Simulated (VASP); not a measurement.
## CdSe: single point with r2SCAN

**What was measured.**

From a printed reference work, data compilation, for a bulk crystal of CdSe at 2 K: band gap 1.841 eV.

Crystal: CdSe.

```xyz
4
Lattice="4.2985 0.0000 0.0000 -2.1492 3.7226 0.0000 0.0000 0.0000 7.0152" Properties=species:S:1:pos:R:3 pbc="T T T"
Cd    2.1492    1.2409    0.0000
Cd    0.0000    2.4817    3.5076
Se    2.1492    1.2409    2.6307
Se    0.0000    2.4817    6.1383
```

```yaml
Program: VASP 6.6.1
Task: single point
Functional: r2SCAN
Potentials_or_basis: VASP PAW PBE potentials, release 64 (Cd, Se)
Cutoff: 520 eV
k_mesh: 6 × 6 × 4
Occupations: gaussian, width 0.05 eV
Spin: no spin polarisation
Dipole_correction: no
Further_INCAR_settings: ALGO = Normal; EDIFF = 1e-06; NBANDS = 26
```

The pressure is 1.8 GPa and the largest force is 0.022 eV/Å. The band gap on the k mesh is 1.16 eV, direct.

Forces in eV/Å, atoms in the order of the input:
```
Cd   0.000  0.000 -0.022
Cd   0.000  0.000 -0.022
Se   0.000  0.000  0.022
Se   0.000  0.000  0.022
```

Stress tensor (GPa, compression positive):
```
1.78 0.00 0.00
0.00 1.78 0.00
0.00 0.00 1.92
```

Levels at points of the mesh, in eV from the valence-band top:
| k point | band 14 | band 15 | band 16 | band 17 | band 18 | band 19 | band 20 | band 21 | band 22 | band 23 |
| --- | --- | --- | --- | --- | --- | --- | --- | --- | --- | --- |
| (0.00, 0.00, 0.00) | -0.78 | -0.78 | -0.05 | 0.00 | 0.00 | 1.16 | 2.68 | 6.38 | 6.38 | 6.68 |
| (0.50, 0.00, 0.00) | -3.65 | -2.72 | -1.90 | -1.37 | -0.77 | 3.69 | 3.71 | 5.08 | 6.65 | 6.92 |
| (0.00, 0.00, 0.50) | -2.65 | -0.41 | -0.41 | -0.41 | -0.41 | 2.85 | 2.85 | 6.31 | 6.31 | 6.78 |
| (0.50, 0.00, 0.50) | -4.25 | -1.39 | -1.39 | -1.37 | -1.37 | 3.34 | 3.34 | 5.28 | 5.28 | 8.21 |

Run time: 110 s on 1 thread of AMD EPYC 9R45 96-Core Processor (Zen 5), on a shared host, peak memory 0.23 GiB.

Against the measured gap of CdSe, 1.841 eV (2 K; a printed reference work, data compilation), the calculated 1.16 eV is off by -0.68 eV. Spin-orbit coupling on Cd, Se is left out. The value is that of r2SCAN, without temperature or zero-point motion.

Caveat: the PAW data sets were made with another functional, which shifts forces and pressure a little.
